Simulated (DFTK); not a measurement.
Runs of DFTK 0.8.2 on Bi. It takes space group R-3m (No. 166, trigonal). Conventional cell: a = 4.535 Å, b = 4.535 Å, c = 11.814 Å, α = 90.00°, β = 90.00°, γ = 120.00°. Around Bi (site symmetry 3m) lie 6 Bi at 3.06 to 3.52 Å. 

| task | level | potentials or basis | k mesh | cutoff (eV) | valence electrons | mesh quality | pressure (GPa) | V0 of scaled cells (Å³/atom) | B0 (GPa) | largest force (eV/Å) |
| --- | --- | --- | --- | --- | --- | --- | --- | --- | --- | --- |
| equation of state | r2SCAN | cp2k.nc.sr.pbe.v0_1.largecore.gth (PBE, GTH, large core) | 4 × 4 × 4 | 952 | Bi 5 | coarse | - | (a) | 46 | - |
| equation of state | LDA | dojo.nc.sr.lda.v0_4_1.stringent.upf (LDA) | 4 × 4 × 4 | 980 | Bi 23 | coarse | - | 33.85 | (b) | - |
| single point | PBEsol | dojo.nc.sr.pbesol.v0_4_1.standard.upf (PBEsol) | 7 × 7 × 7 | 1007 | Bi 15 | not flagged | -0.3 | - | - | 0.15 |
| band structure | LDA | cp2k.nc.sr.lda.v0_1.largecore.gth (LDA, GTH) | 7 × 7 × 7 | 735 | Bi 5 | not flagged | -1.9 | - | - | 0.07 |
| equation of state | PBEsol | cp2k.nc.sr.pbe.v0_1.semicore.gth (PBE, GTH) | 4 × 4 × 4 | 1442 | Bi 15 | coarse | - | (c) | 50 | - |

Alike in all rows: no spin polarisation; cell as given; smearing fermi-dirac 0.05 eV.

**Question.** Fill in the values left out.

**Answer.** (a) 36.35; (b) 54; (c) 34.92.

Caveats: some runs use coarse meshes; GTH potentials come without recommended cutoffs, and this one wasn't checked for convergence (some runs); the cell was scaled at fixed shape and fractional positions, which overstates the stiffness of a crystal with free parameters, most of all of layers and chains (some runs); the potentials were made for another functional, which shifts forces and pressure (some runs); the program warned that the kinetic-energy density falls under its von Weizsäcker bound, which can give unphysical results (some runs); this set keeps more shells in the core, which shifts pressures and gaps (some runs).
